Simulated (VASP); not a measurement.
# Al (Fm-3m) in VASP: notebook

One crystal, Al, is run at these levels: PBE; tasks: relaxation of cell and atoms.

All numbers are computed with VASP 6.6.1; they aren't measurements. Logs are shortened: lines on timing, memory, paths and dates and some standing lists are left out, and cuts for length are marked.

## 1. The structure

The structure is cubic, space group Fm-3m (No. 225). Conventional cell: a = 4.039 Å, b = 4.039 Å, c = 4.039 Å, α = 90.00°, β = 90.00°, γ = 90.00°. Al (site symmetry m-3m) has 12 Al at 2.86 Å as nearest neighbours.

## 2. Relaxation of cell and atoms, PBE

Contents of INCAR:

```
PREC = Accurate
ENCUT = 600
EDIFF = 1E-6
ISMEAR = 1
SIGMA = 0.1
LREAL = False
LASPH = True
NELM = 120
ALGO = Normal
ISIF = 3
LWAVE = False
LCHARG = False
GGA = PE
IBRION = 2
NSW = 80
EDIFFG = -0.005
KPAR = 2
```

Contents of KPOINTS:

```
regular mesh
0
Gamma
  18 18 18
```

Contents of POSCAR:

```
Al
1.0
    0.0000000000      2.0194648000      2.0194648000
    2.0194648000      0.0000000000      2.0194648000
    2.0194648000      2.0194648000      0.0000000000
Al
1
Direct
    0.0000000000      0.0000000000      0.0000000000
```

Potentials or basis: VASP PAW PBE potentials, release 64 (Al).

The run is started by

```sh
$ cat potpaw_PBE.64/Al/POTCAR > POTCAR
$ mpirun -np 2 vasp_std > vasp.out
```

OUTCAR:

```text
PREC = Accurate
   ENCUT = 600
   EDIFF = 1E-6
   ISMEAR = 1
   LREAL = False
   LASPH = True
   NELM = 120
   ISIF = 3
   GGA = PE
   IBRION = 2
   NSW = 80
   EDIFFG = -0.005

 ion  position               nearest neighbor table
   1  0.000  0.000  0.000-

  LATTYP: Found a face centered cubic cell.
 ALAT       =     4.0389296000

  Lattice vectors:

 A1 = (   0.0000000000,   2.0194648000,   2.0194648000)
 A2 = (   2.0194648000,   0.0000000000,   2.0194648000)
 A3 = (   2.0194648000,   2.0194648000,   0.0000000000)

Analysis of symmetry for initial positions (statically):
=====================================================================
 Subroutine PRICEL returns:
 Original cell was already a primitive cell.

 Routine SETGRP: Setting up the symmetry group for a
 face centered cubic supercell.

 Subroutine GETGRP returns: Found 48 space group operations
 (whereof 48 operations were pure point group operations)
 out of a pool of 48 trial point group operations.

The static configuration has the point symmetry O_h .

Analysis of symmetry for dynamics (positions and initial velocities):
=====================================================================
 Subroutine PRICEL returns:
 Original cell was already a primitive cell.

 Routine SETGRP: Setting up the symmetry group for a
 face centered cubic supercell.

 Subroutine GETGRP returns: Found 48 space group operations
 (whereof 48 operations were pure point group operations)
 out of a pool of 48 trial point group operations.

The dynamic configuration has the point symmetry O_h .

 Subroutine INISYM returns: Found 48 space group operations
 (whereof 48 operations are pure point group operations),
 and found     1 'primitive' translations

----------------------------------------------------------------------------------------

                                     Primitive cell

  volume of cell :      16.4717

  direct lattice vectors                    reciprocal lattice vectors
     0.000000000  2.019464800  2.019464800    -0.247590352  0.247590352  0.247590352
     2.019464800  0.000000000  2.019464800     0.247590352 -0.247590352  0.247590352
     2.019464800  2.019464800  0.000000000     0.247590352  0.247590352 -0.247590352

  length of vectors
     2.855954509  2.855954509  2.855954509     0.428839069  0.428839069  0.428839069

  position of ions in fractional coordinates (direct lattice)
     0.000000000  0.000000000  0.000000000

  ion indices of the primitive-cell ions
   primitive index   ion index
                 1           1

----------------------------------------------------------------------------------------

 KPOINTS: regular mesh

Automatic generation of k-mesh.
 Grid dimensions read from file:
 generate k-points for:   18   18   18

 Generating k-lattice:

  Cartesian coordinates                     Fractional coordinates (reciprocal lattice)
    -0.013755020  0.013755020  0.013755020     0.055555556  0.000000000  0.000000000
     0.013755020 -0.013755020  0.013755020     0.000000000  0.055555556  0.000000000
     0.013755020  0.013755020 -0.013755020     0.000000000  0.000000000  0.055555556

  Length of vectors
     0.023824393  0.023824393  0.023824393

  Shift w.r.t. Gamma in fractional coordinates (k-lattice)
     0.000000000  0.000000000  0.000000000

 Subroutine IBZKPT returns following result:
 ===========================================

 Found    195 irreducible k-points:

 Following reciprocal coordinates:
            Coordinates               Weight
  0.000000  0.000000  0.000000      1.000000
  0.055556  0.000000  0.000000      8.000000
  0.111111  0.000000  0.000000      8.000000
  0.166667  0.000000  0.000000      8.000000
  0.222222  0.000000  0.000000      8.000000
  0.277778  0.000000  0.000000      8.000000
[... 16 lines left out ...]
 -0.277778  0.055556  0.000000     24.000000
 -0.222222  0.055556  0.000000     24.000000
 [... further k-points ...]
   k-points           NKPTS =    195   k-points in BZ     NKDIM =    195   number of bands    NBANDS=      5
   number of dos      NEDOS =    301   number of ions     NIONS =      1
   total plane-waves  NPLWV =  13824
   dimension x,y,z NGX =    24 NGY =   24 NGZ =   24
   dimension x,y,z NGXF=    48 NGYF=   48 NGZF=   48
   ions per type =               1
   NGX,Y,Z   is equivalent  to a cutoff of  13.97, 13.97, 13.97 a.u.
   NGXF,Y,Z  is equivalent  to a cutoff of  27.94, 27.94, 27.94 a.u.
 SYSTEM =  unknown system
   PREC   = accura    normal or accurate (medium, high low for compatibility)
   ISTART =      0    job   : 0-new  1-cont  2-samecut
   ICHARG =      2    charge: 1-file 2-atom 10-const
   ISPIN  =      1    spin polarized calculation?
   LNONCOLLINEAR =      F non collinear calculations
   LSORBIT =      F    spin-orbit coupling
   LASPH  =      T    aspherical Exc in radial PAW
   ENCUT  =  600.0 eV  44.10 Ry    6.64 a.u.   5.70  5.70  5.70*2*pi/ulx,y,z
   NELM   =    120;   NELMIN=  2; NELMDL= -5     # of ELM steps
   EDIFF  = 0.1E-05   stopping-criterion for ELM
   LREAL  =      F    real-space projection
   EDIFFG = -.5E-02   stopping-criterion for IOM
   NSW    =     80    number of steps for IOM
   IBRION =      2    ionic relax: 0-MD 1-quasi-New 2-CG
   NFREE  =      1    steps in history (QN), initial steepest desc. (CG)
   ISIF   =      3    stress and relaxation
   ISYM   =      2    0-nonsym 1-usesym 2-fastsym
   POTIM  = 0.5000    time-step for ionic-motion
   TEBEG  =    0.0;   TEEND  =   0.0 temperature during run
   PSTRESS=    0.0 pullay stress
   NELECT =       3.0000    total number of electrons
   NUPDOWN=      -1.0000    fix difference up-down
   EMIN   =  10.00;   EMAX   =-10.00  energy-range for DOS
   EFERMI =   0.00;   METHOD = LEGACY
   ISMEAR =     1;   SIGMA  =   0.10  broadening in eV -4-tet -1-fermi 0-gaus
   EFERMI_NEDOS =   21; number of points for ismear=-14 and -15
   IALGO  =     38    algorithm
   IMIX   =      4    mixing-type and parameters
     AMIX     =   0.40;   BMIX     =  1.00
     AMIX_MAG =   1.60;   BMIX_MAG =  1.00
  volume/ion in A,a.u.               =      16.47       111.16
  Fermi-wavevector in a.u.,A,eV,Ry     =   0.927974  1.753616 11.716453  0.861135
  Thomas-Fermi vector in A             =   2.054101
   LORBIT       =      0    0 simple, 1 ext, 2 COOP (PROOUT), +10 PAW based schemes
   GGA     = PE    functional components
   LHFCALC =     F    Hartree Fock is set to
   AEXX    =    0.0000 exact exchange contribution
   IVDW    =     0    specifies the selected vdW correction
   LEPSILON=     F    determine dielectric tensor
   LRPA    =     F    only Hartree local field effects (RPA)
 conjugate gradient relaxation of ions
 non-spin polarized calculation
 Methfessel and Paxton  Order N= 1 SIGMA  =   0.10
  energy-cutoff  :      600.00
  volume of cell :       16.47
 maximum number of plane-waves:       568
   NGX = 11   NGY = 11   NGZ = 11

--------------------------------------- Ionic step        1  -------------------------------------------

 number of electron       3.0000000 magnetization

 Free energy of the ion-electron system (eV)
  ---------------------------------------------------
  ext. energy  EPLUGINS =         0.00000000
  ---------------------------------------------------
  free energy    TOTEN  =        -3.74312959 eV

  energy without entropy =       -3.74241731  energy(sigma->0) =       -3.74289216

------------------------ aborting loop because EDIFF is reached ----------------------------------------

  FORCE on cell =-STRESS in cart. coord.  units (eV):
  Direction    XX          YY          ZZ          XY          YZ          ZX
  --------------------------------------------------------------------------------------
  -------------------------------------------------------------------------------------
  Total        0.0134978      0.0134978      0.0134978      0.0000000     -0.0000000      0.0000000
  in kB        1.3129078      1.3129078      1.3129078      0.0000000     -0.0000000      0.0000000
  external PRESSURE =       1.3129078 kB  Pullay stress =       0.0000000 kB

 VOLUME and BASIS-vectors are now :
 -----------------------------------------------------------------------------
  energy-cutoff  :      600.00
  volume of cell :       16.47
      direct lattice vectors                 reciprocal lattice vectors
     0.000000000  2.019464800  2.019464800    -0.247590352  0.247590352  0.247590352
     2.019464800  0.000000000  2.019464800     0.247590352 -0.247590352  0.247590352
     2.019464800  2.019464800  0.000000000     0.247590352  0.247590352 -0.247590352

 POSITION                                       TOTAL-FORCE (eV/Angst)
 -----------------------------------------------------------------------------------
      0.00000      0.00000      0.00000         0.000000     -0.000000     -0.000000
 -----------------------------------------------------------------------------------
    total drift:                               -0.000000      0.000000      0.000000

  FREE ENERGIE OF THE ION-ELECTRON SYSTEM (eV)
  ---------------------------------------------------
  free  energy   TOTEN  =        -3.7431295854 eV

  energy  without entropy=       -3.7424173087  energy(sigma->0) =       -3.74289216

--------------------------------------- Ionic step        2  -------------------------------------------

 number of electron       3.0000000 magnetization

 Free energy of the ion-electron system (eV)
  ---------------------------------------------------
  ext. energy  EPLUGINS =         0.00000000
  ---------------------------------------------------
  free energy    TOTEN  =        -3.74314074 eV

  energy without entropy =       -3.74243828  energy(sigma->0) =       -3.74290659

 E-fermi :   7.9898     XC(G=0): -10.1957

 val. band max:        7.9824984590   @ k =  -0.2778   0.2778   0.0556
 cond. band min:       7.9899431105   @ k =  -0.2778   0.5000   0.2222
 fundamental gap:      0.0074446516
 Fermi energy:         7.9897904532

 k-point     1 :       0.0000    0.0000    0.0000
  band No.  band energies     occupation
      1      -3.1352      2.00000
      2      20.6155      0.00000
      3      20.6155      0.00000
      4      20.6155      0.00000
      5      22.1056      0.00000

 k-point     2 :       0.0556    0.0000    0.0000
  band No.  band energies     occupation
      1      -3.0513      2.00000
      2      19.0975      0.00000
      3      20.3032      0.00000
      4      20.3032      0.00000
      5      22.5486      0.00000

 k-point     3 :       0.1111    0.0000    0.0000
  band No.  band energies     occupation
      1      -2.7999      2.00000
      2      16.8753      0.00000
      3      19.7913      0.00000
      4      19.7913      0.00000
      5      22.7446      0.00000

 k-point     4 :       0.1667    0.0000    0.0000
  band No.  band energies     occupation
      1      -2.3819      2.00000
      2      14.6385      0.00000
      3      19.3457      0.00000
      4      19.3457      0.00000
      5      22.5824      0.00000

 k-point     5 :       0.2222    0.0000    0.0000
  band No.  band energies     occupation
      1      -1.7987      2.00000
      2      12.4778      0.00000
      3      19.0184      0.00000
      4      19.0184      0.00000
      5      22.4121      0.00000

 k-point     6 :       0.2778    0.0000    0.0000
  band No.  band energies     occupation
      1      -1.0525      2.00000
      2      10.4242      0.00000
      3      18.8231      0.00000
      4      18.8231      0.00000
      5      22.2635      0.00000
[... 113 lines left out ...]
 k-point    21 :      -0.3889    0.0556    0.0000
  band No.  band energies     occupation
      1       1.3804      2.00000
      2       6.1938      2.00000
      3      17.2288      0.00000
      4      19.2541      0.00000
      5      20.1326      0.00000

 k-point    22 :      -0.3333    0.0556    0.0000
  band No.  band energies     occupation
      1       0.2648      2.00000
      2       7.9452      1.67773
      3      17.1014      0.00000
      4      19.9088      0.00000
      5      20.0880      0.00000

 k-point    23 :      -0.2778    0.0556    0.0000
  band No.  band energies     occupation
      1      -0.6945      2.00000
      2       9.8299     -0.00000
      3      17.1189      0.00000
      4      19.9892      0.00000
      5      20.8894      0.00000

 k-point    24 :      -0.2222    0.0556    0.0000
  band No.  band energies     occupation
      1      -1.4942      2.00000
      2      11.8379      0.00000
      3      17.2808      0.00000
      4      20.1319      0.00000
      5      21.8773      0.00000

 [... further k-points ...]
[... 5 lines left out ...]
  --------------------------------------------------------------------------------------
  -------------------------------------------------------------------------------------
  Total       -0.0013187     -0.0013187     -0.0013187      0.0000000      0.0000000      0.0000000
  in kB       -0.1280155     -0.1280155     -0.1280155      0.0000000      0.0000000      0.0000000
  external PRESSURE =      -0.1280155 kB  Pullay stress =       0.0000000 kB

 VOLUME and BASIS-vectors are now :
 -----------------------------------------------------------------------------
  energy-cutoff  :      600.00
  volume of cell :       16.50
      direct lattice vectors                 reciprocal lattice vectors
     0.000000000  2.020779813  2.020779813    -0.247429233  0.247429233  0.247429233
     2.020779813 -0.000000000  2.020779813     0.247429233 -0.247429233  0.247429233
     2.020779813  2.020779813 -0.000000000     0.247429233  0.247429233 -0.247429233

 POSITION                                       TOTAL-FORCE (eV/Angst)
 -----------------------------------------------------------------------------------
      0.00000      2.02078      2.02078         0.000000     -0.000000     -0.000000
 -----------------------------------------------------------------------------------
    total drift:                                0.000000      0.000000     -0.000000

  FREE ENERGIE OF THE ION-ELECTRON SYSTEM (eV)
  ---------------------------------------------------
  free  energy   TOTEN  =        -3.7431407400 eV

  energy  without entropy=       -3.7424382756  energy(sigma->0) =       -3.74290659

 reached required accuracy - stopping structural energy minimisation
```

Wall time 11 s (2 MPI ranks of Intel Xeon Platinum 8175M at 2.50GHz (Skylake/Cascade Lake), shared host); peak memory 0.13 GiB.

Results:

* Free energy: -3.7431 eV
* Relaxed volume: 16.50 Å³/atom
* Relaxed cell: a = 2.858 Å, b = 2.858 Å, c = 2.858 Å, α = 60.00°, β = 60.00°, γ = 60.00°
* Space group after relaxing (to 0.05 Å): Fm-3m (No. 225)
* Energy gained by relaxing: 0.0 meV/atom
* Ionic steps: 2
* Pressure after relaxing: 0.0 GPa
* Band gap on the k mesh: none (metal or under the smearing width)

Final structure:
```xyz
1
Lattice="0.0000 2.0208 2.0208 2.0208 0.0000 2.0208 2.0208 2.0208 0.0000" Properties=species:S:1:pos:R:3 pbc="T T T"
Al    0.0000    2.0208    2.0208
```

(Continued in part 2 of 2.)
